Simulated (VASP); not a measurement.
A run of VASP 6.6.1 is set up as follows.

File INCAR:

```
ALGO = Normal ; EDIFF = 1E-7
EDIFFG = -0.01 ; ENCUT = 600
GGA = PE ; IBRION = 2
ISIF = 2 ; ISMEAR = 0
LASPH = True ; LCHARG = False
LREAL = False ; LWAVE = False
NELM = 80 ; NSW = 40
PREC = Accurate ; SIGMA = 0.03
```

KPOINTS

```
k-points
0
Gamma
  10 10 10
```

POSCAR

```
SiC                                     
1.0
    0.0000000000      2.2180524999      2.2180524999
    2.2180524999      0.0000000000      2.2180524999
    2.2180524999      2.2180524999      0.0000000000
  Si              C             
     1     1
Direct
     0.0000000000000000    0.0000000000000000    0.0000000000000000
     0.2500000000000000    0.2500000000000000    0.2500000000000000
```

Potentials or basis: VASP PAW PBE potentials, release 64 (Si, C).

Command:

```sh
$ cat potpaw_PBE.64/Si/POTCAR potpaw_PBE.64/C/POTCAR > POTCAR
$ mpirun -np 1 vasp_std > vasp.out
```

Task: What does it give for the band gap on the k mesh?

Result: 1.40 eV, indirect (least direct gap 4.49 eV).

Final structure:
```xyz
2
Lattice="0.0000 2.2181 2.2181 2.2181 0.0000 2.2181 2.2181 2.2181 0.0000" Properties=species:S:1:pos:R:3 pbc="T T T"
Si    0.0000    0.0000    0.0000
C     1.1090    1.1090    1.1090
```

Caveat: the relaxation stopped at its first step, so nothing moved. A k mesh can miss the band edges.
